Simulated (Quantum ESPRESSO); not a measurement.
# Magnetic state of MnS (Browneite) from several starts, part 2 of 2

Aim: find out which collinear order of MnS (Browneite) costs least.

Quantum ESPRESSO 7.5; PBE with U = 4 eV on Mn d (ortho-atomic projectors); plane waves with GBRV 1.5 PBE potentials, no spin-orbit coupling.

So far: Starting point; Start 1: ferro +.

## 3. Start 2: antiferro q=(0,0,1/2) +−

The cell is doubled to 4 atoms to hold this order. The wavevector q is in fractions of the reciprocal vectors of the crystal's primitive cell, as the cells of these inputs are built from it; moments change sign between cells as cos(2π q·R).

Input file pw.in:

```
&CONTROL
  calculation = 'scf'
  prefix = 'pwscf'
  outdir = './tmp'
  pseudo_dir = './pseudo'
  disk_io = 'nowf'
/
&SYSTEM
  ibrav = 0
  celldm(1) = 8
  nat = 4
  ntyp = 3
  ecutwfc = 40
  ecutrho = 280
  nbnd = 30
  occupations = 'smearing'
  smearing = 'fd'
  degauss = 0.00146997
  nspin = 2
  starting_magnetization(1) = 0.3
  starting_magnetization(2) = -0.3
  starting_magnetization(3) = 0
/
&ELECTRONS
  conv_thr = 8d-09
  electron_maxstep = 150
  mixing_beta = 0.3
/
ATOMIC_SPECIES
Mn1    54.9380 mn_pbe_v1.5.uspp.F.UPF
Mn2    54.9380 mn_pbe_v1.5.uspp.F.UPF
S      32.0600 s_pbe_v1.4.uspp.F.UPF
CELL_PARAMETERS alat
   0.0000000000000    0.6614041436190    0.6614041436190
   0.6614041436190    0.0000000000000    0.6614041436190
   1.3228082872380    1.3228082872380    0.0000000000000
ATOMIC_POSITIONS crystal
Mn1     0.0000000000    0.0000000000    0.0000000000
Mn2     0.0000000000    0.0000000000    0.5000000000
S       0.2500000000    0.2500000000    0.1250000000
S       0.2500000000    0.2500000000    0.6250000000
K_POINTS automatic
10 10 5 0 0 0
HUBBARD {ortho-atomic}
U Mn1-3d 4.0000
U Mn2-3d 4.0000
```

Launch:

```
$ OMP_NUM_THREADS=1 mpirun -n 2 pw.x -nk 2 -in pw.in > pw.out
```

Log:

```text
[banner, memory and clock lines left out]
Program PWSCF v.7.5 starts

     Message from routine setup:
     using ibrav=0 with symmetry is DISCOURAGED, use correct ibrav instead

     bravais-lattice index     =            0
     lattice parameter (alat)  =       8.0000  a.u.
     unit-cell volume          =     592.5578 (a.u.)^3
     number of atoms/cell      =            4
     number of atomic types    =            3
     number of electrons       =        42.00
     number of Kohn-Sham states=           30
     kinetic-energy cutoff     =      40.0000  Ry
     charge density cutoff     =     280.0000  Ry
     scf convergence threshold =      8.0E-09
     mixing beta               =       0.3000
     number of iterations used =            8  plain     mixing
     Exchange-correlation=  SLA  PW   PBX  PBC
                           (   1   4   3   4   0   0   0)
     Hubbard projectors: ortho-atomic
     Hubbard parameters of DFT+U (Dudarev formulation) in eV:
     U(Mn1-3d) =  4.0000
     U(Mn2-3d) =  4.0000

     Internal variables: lda_plus_u =T, lda_plus_u_kind = 0

     Internal variables: orbital_resolved =F, hub_pot_fix =F, apply_U = F

     celldm(1)=   8.000000  celldm(2)=   0.000000  celldm(3)=   0.000000
     celldm(4)=   0.000000  celldm(5)=   0.000000  celldm(6)=   0.000000

     crystal axes: (cart. coord. in units of alat)
               a(1) = (   0.000000   0.661404   0.661404 )
               a(2) = (   0.661404   0.000000   0.661404 )
               a(3) = (   1.322808   1.322808   0.000000 )

     reciprocal axes: (cart. coord. in units 2 pi/alat)
               b(1) = ( -0.755967  0.755967  0.755967 )
               b(2) = (  0.755967 -0.755967  0.755967 )
               b(3) = (  0.377984  0.377984 -0.377984 )

     PseudoPot. # 1 for Mn read from file:
     mn_pbe_v1.5.uspp.F.UPF
     Pseudo is Ultrasoft + core correction, Zval = 15.0

     PseudoPot. # 2 for Mn read from file:
     mn_pbe_v1.5.uspp.F.UPF
     Pseudo is Ultrasoft + core correction, Zval = 15.0

     PseudoPot. # 3 for S  read from file:
     s_pbe_v1.4.uspp.F.UPF
     Pseudo is Ultrasoft + core correction, Zval =  6.0

     atomic species   valence    mass     pseudopotential
     Mn1              15.00    54.93800     Mn( 1.00)
     Mn2              15.00    54.93800     Mn( 1.00)
     S                 6.00    32.06000     S ( 1.00)

     Starting magnetic structure
     atomic species   magnetization
     Mn1             0.300
     Mn2            -0.300
     S               0.000

      6 Sym. Ops. (no inversion) found

   Cartesian axes

     site n.     atom                  positions (alat units)
         1        Mn1    tau(   1) = (   0.0000000   0.0000000   0.0000000  )
         2        Mn2    tau(   2) = (   0.6614041   0.6614041   0.0000000  )
         3        S      tau(   3) = (   0.3307021   0.3307021   0.3307021  )
         4        S      tau(   4) = (   0.9921062   0.9921062   0.3307021  )

     number of k points=    58  Fermi-Dirac smearing, width (Ry)=  0.0015
                       cart. coord. in units 2pi/alat
        k(    1) = (   0.0000000   0.0000000   0.0000000), wk =   0.0020000
        k(    2) = (   0.0755967   0.0755967  -0.0755967), wk =   0.0040000
        k(    3) = (   0.1511935   0.1511935  -0.1511935), wk =   0.0040000
        k(    4) = (   0.0755967  -0.0755967   0.0755967), wk =   0.0120000
        k(    5) = (   0.1511935  -0.0000000   0.0000000), wk =   0.0120000
        [... 53 further k-points ...]

     Dense  grid:    46823 G-vectors     FFT dimensions: (  40,  40,  80)

     Smooth grid:    20221 G-vectors     FFT dimensions: (  32,  32,  64)

     Check: negative core charge=   -0.000032
     Generating pointlists ...
     new r_m :   0.2363 (alat units)  1.8902 (a.u.) for type    1
     new r_m :   0.2363 (alat units)  1.8902 (a.u.) for type    2
     new r_m :   0.2363 (alat units)  1.8902 (a.u.) for type    3

     Initial potential from superposition of free atoms

     starting charge      40.9998, renormalised to      42.0000

     STARTING HUBBARD OCCUPATIONS:

     =================== HUBBARD OCCUPATIONS ===================
     ------------------------ ATOM    1 ------------------------
     Tr[ns(  1)] (up, down, total) =   5.00000  0.00000  5.00000
     Atomic magnetic moment for atom   1 =   5.00000
     [... lines left out ...]
     ------------------------ ATOM    2 ------------------------
     Tr[ns(  2)] (up, down, total) =   0.00000  5.00000  5.00000
     Atomic magnetic moment for atom   2 =  -5.00000
     [... lines left out ...]
     Number of occupied Hubbard levels =   10.0000

     Atomic wfc used for Hubbard projectors are orthogonalized

     Starting wfcs are   34 randomized atomic wfcs

     Self-consistent Calculation

     iteration #  1     ecut=    40.00 Ry     beta= 0.30
     Davidson diagonalization with overlap
     ethr =  1.00E-02,  avg # of iterations =  4.4

     =================== HUBBARD OCCUPATIONS ===================
     ------------------------ ATOM    1 ------------------------
     Tr[ns(  1)] (up, down, total) =   4.81873  0.16316  4.98190
     Atomic magnetic moment for atom   1 =   4.65557
     [... lines left out ...]
     ------------------------ ATOM    2 ------------------------
     Tr[ns(  2)] (up, down, total) =   0.16315  4.81857  4.98172
     Atomic magnetic moment for atom   2 =  -4.65542
     [... lines left out ...]
     Number of occupied Hubbard levels =    9.9636

     total energy              =    -470.46675595 Ry
     estimated scf accuracy    <       1.02747281 Ry

     total magnetization       =     0.00 Bohr mag/cell
     absolute magnetization    =     9.62 Bohr mag/cell

     iteration #  2     ecut=    40.00 Ry     beta= 0.30
     Davidson diagonalization with overlap
     ethr =  2.45E-03,  avg # of iterations =  2.0

     total energy              =    -470.64311043 Ry
     estimated scf accuracy    <       0.05368117 Ry

     total magnetization       =     0.00 Bohr mag/cell
     absolute magnetization    =     9.70 Bohr mag/cell

     [... further iterations left out ...]

     iteration # 12     ecut=    40.00 Ry     beta= 0.30
     Davidson diagonalization with overlap
     ethr =  5.86E-10,  avg # of iterations =  2.2

     negative rho (up, down):  5.780E-04 5.780E-04

     total energy              =    -470.66752092 Ry
     estimated scf accuracy    <       0.00000003 Ry

     total magnetization       =    -0.00 Bohr mag/cell
     absolute magnetization    =     9.72 Bohr mag/cell

     iteration # 13     ecut=    40.00 Ry     beta= 0.30
     Davidson diagonalization with overlap
     ethr =  7.48E-11,  avg # of iterations =  3.9

     negative rho (up, down):  5.779E-04 5.779E-04

     Magnetic moment per site  (integrated on atomic sphere of radius R)
     atom   1 (R=0.236)  charge= 12.9099  magn=  4.3094
     atom   2 (R=0.236)  charge= 12.9099  magn= -4.3094
     atom   3 (R=0.236)  charge=  4.2472  magn=  0.0213
     atom   4 (R=0.236)  charge=  4.2472  magn= -0.0213

     End of self-consistent calculation

     =================== HUBBARD OCCUPATIONS ===================
     ------------------------ ATOM    1 ------------------------
     Tr[ns(  1)] (up, down, total) =   4.94943  0.29663  5.24605
     Atomic magnetic moment for atom   1 =   4.65280
     [... lines left out ...]
     ------------------------ ATOM    2 ------------------------
     Tr[ns(  2)] (up, down, total) =   0.29663  4.94943  5.24605
     Atomic magnetic moment for atom   2 =  -4.65280
     [... lines left out ...]
     Number of occupied Hubbard levels =   10.4921

     Number of k-points >= 100: set verbosity='high' to print the bands.

     the Fermi energy is     7.6597 ev

!    total energy              =    -470.66752094 Ry
     estimated scf accuracy    <          5.4E-09 Ry
     smearing contrib. (-TS)   =       0.00000000 Ry
     internal energy E=F+TS    =    -470.66752094 Ry

     The total energy is F=E-TS. E is the sum of the following terms:
     one-electron contribution =    -315.56988859 Ry
     hartree contribution      =     168.67076062 Ry
     xc contribution           =     -70.42643367 Ry
     ewald contribution        =    -253.43760863 Ry
     Hubbard energy            =       0.09564933 Ry

     total magnetization       =    -0.00 Bohr mag/cell
     absolute magnetization    =     9.72 Bohr mag/cell

     convergence has been achieved in  13 iterations
```

Run time: 1.8 min. Hardware: 2 MPI ranks of Arm Neoverse V1, shared host; peak memory 0.48 GiB.

Spin moment in the atom's sphere by atom:

```tsv
atom	spin moment in the atom's sphere (μB)
Mn1	4.31
Mn2	-4.31
S3	0.02
S4	-0.02
```

Read from the output:

| Item | Value |
| --- | --- |
| smearing term TS | 0 eV |
| magnetization | 0 μB |
| absolute magnetization | 9.722 μB |
| final state | antiferromagnetic |

Spin density in the ac plane at fractional y = 0.000, with atoms of Mn within 0.2 Å of it.

Values in e/Å³, 24 rows by 14 columns, each cell a mean:
```
 5.6  4.9  1.8  0.5  0.1  0.0  0.0  0.0  0.0  0.0  0.1  0.2  0.9  2.8
 1.8  2.1  1.2  0.5  0.2  0.1  0.0  0.0  0.0  0.0  0.0  0.1  0.3  0.7
 0.3  0.4  0.4  0.3  0.1  0.1  0.0  0.0  0.0  0.0  0.0  0.0  0.1  0.1
 0.0  0.1  0.1  0.1  0.0  0.0  0.0  0.0  0.0  0.0  0.0  0.0  0.0  0.0
 0.0  0.0  0.0  0.0  0.0  0.0  0.0  0.0  0.0  0.0  0.0  0.0  0.0  0.0
 0.0  0.0  0.0  0.0  0.0  0.0  0.0  0.0  0.0  0.0  0.0  0.0  0.0  0.0
 0.0  0.0  0.0  0.0  0.0  0.0  0.0  0.0  0.0  0.0  0.0  0.0  0.0  0.0
 0.0  0.0  0.0  0.0  0.0  0.0  0.0  0.0  0.0  0.0 -0.1 -0.1 -0.1 -0.1
-0.1  0.0  0.0  0.0  0.0  0.0  0.0  0.0  0.0  0.0 -0.1 -0.2 -0.3 -0.2
-0.7 -0.3 -0.1  0.0  0.0  0.0  0.0  0.0  0.0 -0.1 -0.2 -0.5 -1.0 -1.1
-3.4 -1.4 -0.3 -0.1  0.0  0.0  0.0  0.0  0.0  0.0 -0.2 -0.7 -2.5 -4.1
-6.5 -4.2 -1.1 -0.2 -0.1  0.0  0.0  0.0  0.0  0.0 -0.1 -0.6 -2.6 -6.0
-5.6 -4.9 -1.8 -0.5 -0.1  0.0  0.0  0.0  0.0  0.0 -0.1 -0.2 -0.9 -2.8
-1.8 -2.1 -1.2 -0.5 -0.2 -0.1  0.0  0.0  0.0  0.0  0.0 -0.1 -0.3 -0.7
-0.3 -0.4 -0.4 -0.3 -0.1 -0.1  0.0  0.0  0.0  0.0  0.0  0.0 -0.1 -0.1
 0.0 -0.1 -0.1 -0.1  0.0  0.0  0.0  0.0  0.0  0.0  0.0  0.0  0.0  0.0
 0.0  0.0  0.0  0.0  0.0  0.0  0.0  0.0  0.0  0.0  0.0  0.0  0.0  0.0
 0.0  0.0  0.0  0.0  0.0  0.0  0.0  0.0  0.0  0.0  0.0  0.0  0.0  0.0
 0.0  0.0  0.0  0.0  0.0  0.0  0.0  0.0  0.0  0.0  0.0  0.0  0.0  0.0
 0.0  0.0  0.0  0.0  0.0  0.0  0.0  0.0  0.0  0.0  0.1  0.1  0.1  0.1
 0.1  0.0  0.0  0.0  0.0  0.0  0.0  0.0  0.0  0.0  0.1  0.2  0.3  0.2
 0.7  0.3  0.1  0.0  0.0  0.0  0.0  0.0  0.0  0.1  0.2  0.5  1.0  1.1
 3.4  1.4  0.3  0.1  0.0  0.0  0.0  0.0  0.0  0.0  0.2  0.7  2.5  4.1
 6.5  4.2  1.1  0.2  0.1  0.0  0.0  0.0  0.0  0.0  0.1  0.6  2.6  6.0
```
Columns run along a (4.0 Å), rows up along c (7.9 Å). Atoms in or near the plane, at fractional coordinates: Mn at (0.00, 0.00), Mn at (0.00, 0.50).

Valence density in the ac plane at fractional y = 0.000, with atoms of Mn within 0.2 Å of it. It is the smooth field of the valence electrons, not physical close to the nuclei.

Ten steps, logarithmic in the rise over the least value, from '0' (0 e/Å³) to '9' (17 e/Å³), each cell a mean:
```
99741100001268
78642000000125
34431000000011
12221100000000
11222110000000
12222211000000
12233321100000
11233332111111
11233332211222
53222332222466
97322222222589
99631111112489
99741100001268
78642000000125
34431000000011
12221100000000
11222110000000
12222211000000
12233321100000
11233332111111
11233332211222
53222332222466
97322222222589
99631111112489
```
Columns run along a (4.0 Å), rows up along c (7.9 Å). Atoms in or near the plane, at fractional coordinates: Mn at (0.00, 0.00), Mn at (0.00, 0.50).

## 4. Start 3: antiferro q=(0,1/2,1/2) +−

The cell is doubled to 4 atoms to hold this order.

pw.in: that of step 3 with these lines changed.

```diff
@@ -34,11 +34,11 @@
    0.0000000000000    0.6614041436190    0.6614041436190
-   0.6614041436190    0.0000000000000    0.6614041436190
-   1.3228082872380    1.3228082872380    0.0000000000000
+   1.3228082872380    0.0000000000000    1.3228082872380
+   1.3228082872380    0.6614041436190    0.6614041436190
 ATOMIC_POSITIONS crystal
 Mn1     0.0000000000    0.0000000000    0.0000000000
-Mn2     0.0000000000    0.0000000000    0.5000000000
-S       0.2500000000    0.2500000000    0.1250000000
-S       0.2500000000    0.2500000000    0.6250000000
+Mn2     0.0000000000    0.5000000000    0.0000000000
+S       0.2500000000    0.0000000000    0.2500000000
+S       0.2500000000    0.5000000000    0.2500000000
 K_POINTS automatic
-10 10 5 0 0 0
+10 5 10 0 0 0
 HUBBARD {ortho-atomic}
```

Log:

```text
     [... lines left out ...]
Program PWSCF v.7.5 starts
     [... lines left out ...]
     number of atoms/cell      =            4
     [... lines left out ...]
     number of electrons       =        42.00
     number of Kohn-Sham states=           30
     kinetic-energy cutoff     =      40.0000  Ry
     charge density cutoff     =     280.0000  Ry
     scf convergence threshold =      8.0E-09
     [... lines left out ...]
      8 Sym. Ops. (no inversion) found
     [... lines left out ...]
     number of k points=    63  Fermi-Dirac smearing, width (Ry)=  0.0015
     [... lines left out ...]
     iteration # 14     ecut=    40.00 Ry     beta= 0.30
     [... lines left out ...]
     Magnetic moment per site  (integrated on atomic sphere of radius R)
     atom   1 (R=0.236)  charge= 12.9109  magn=  4.2928
     atom   2 (R=0.236)  charge= 12.9109  magn= -4.2928
     atom   3 (R=0.236)  charge=  4.2449  magn= -0.0000
     atom   4 (R=0.236)  charge=  4.2449  magn= -0.0000
     [... lines left out ...]
     Tr[ns(  1)] (up, down, total) =   4.94711  0.30729  5.25440
     [... lines left out ...]
     Tr[ns(  2)] (up, down, total) =   0.30729  4.94711  5.25440
     [... lines left out ...]
     the Fermi energy is     7.6111 ev
!    total energy              =    -470.67100847 Ry
     estimated scf accuracy    <          2.8E-09 Ry
     smearing contrib. (-TS)   =       0.00000000 Ry
     [... lines left out ...]
     total magnetization       =    -0.00 Bohr mag/cell
     absolute magnetization    =     9.66 Bohr mag/cell
     convergence has been achieved in  14 iterations
```

The job ended after 3.6 min (2 MPI ranks; peak memory 0.52 GiB).

Spin moment in the atom's sphere by atom:

```tsv
atom	spin moment in the atom's sphere (μB)
Mn1	4.29
Mn2	-4.29
S3	0.00
S4	0.00
```

Numbers from this step:

```
smearing term TS       : 0 eV
magnetization          : 0 μB
absolute magnetization : 9.664 μB
final state            : antiferromagnetic
```

## 5. The states side by side

An order is kept where moments of 0.15 μB or more survive with the typed signs; meshes match where a doubled cell samples the same k points as the first cell.

Orders:

```tsv
start	final state	typed order kept	energy over the lowest (meV a seeded atom)	largest site moment (μB)	net moment (μB a cell of the first run)	mesh matched	CPU time (s)
ferro +	ferromagnetic	yes	103.5	4.364	5	yes	37.33
antiferro q=(0,0,1/2) +-	antiferromagnetic	yes	23.73	4.309	0	yes	215.1
antiferro q=(0,1/2,1/2) +-	antiferromagnetic	yes	0	4.293	0	yes	429
```

## 6. Couplings from the energies

E = −Σ J e·e over ordered pairs of unit vectors, so each pair counts twice. As many shells are taken as there are differences of energy, so the couplings are solved for and no residual tests the model; further shells are folded in, and shells whose pairs keep their relative signs in all orders cancel and are not probed. Couplings from the energies:

```tsv
pair	distance (Å)	neighbours an atom	J (meV)
Mn-Mn	3.96	12	-6.468
Mn-Mn	5.6	6	-0.1789
```

## 7. Occupations of the corrected shells in the lowest state

Occupations of the Hubbard shells:

```tsv
block	type	shell	spin	electrons	occupation numbers
1	Mn1	3d	up	4.947	0.985 0.986 0.986 0.995 0.995
1	Mn1	3d	down	0.3073	0.026 0.030 0.082 0.082 0.088
2	Mn2	3d	up	0.3073	0.026 0.030 0.082 0.082 0.088
2	Mn2	3d	down	4.947	0.985 0.986 0.986 0.995 0.995
```

## 8. Outcome

```yaml
lowest_state_found: antiferromagnetic (from antiferro q=(0,1/2,1/2) +-)
largest_site_moment: 4.29 μB
next_state_with_moments: antiferromagnetic, 23.7 meV a seeded atom higher
j_of_the_weightiest_shell: -6.47 meV
```

What this shows: The largest moment changes by 1.6 % between the kept orders, as for well localised moments. This is the lowest of 3 collinear or spinless starts, no proof of the ground state.

[Logs and program files are shortened in this print: banners, set-up blocks, solver, clock and traceback lines can be left out without a mark of their own.]

[Logs are printed without paths, hosts, clocks, repeated set-up lines and the standing remarks that a program may print on its own settings, such as how far it seeks lower states.]

[Hosts, paths, dates, database ids (printed as entryN), source tags and the programs' standing remarks are cut or masked in the printed files.]

[Where a cell is said to come from a database of computed structures, the database is the Materials Project.]
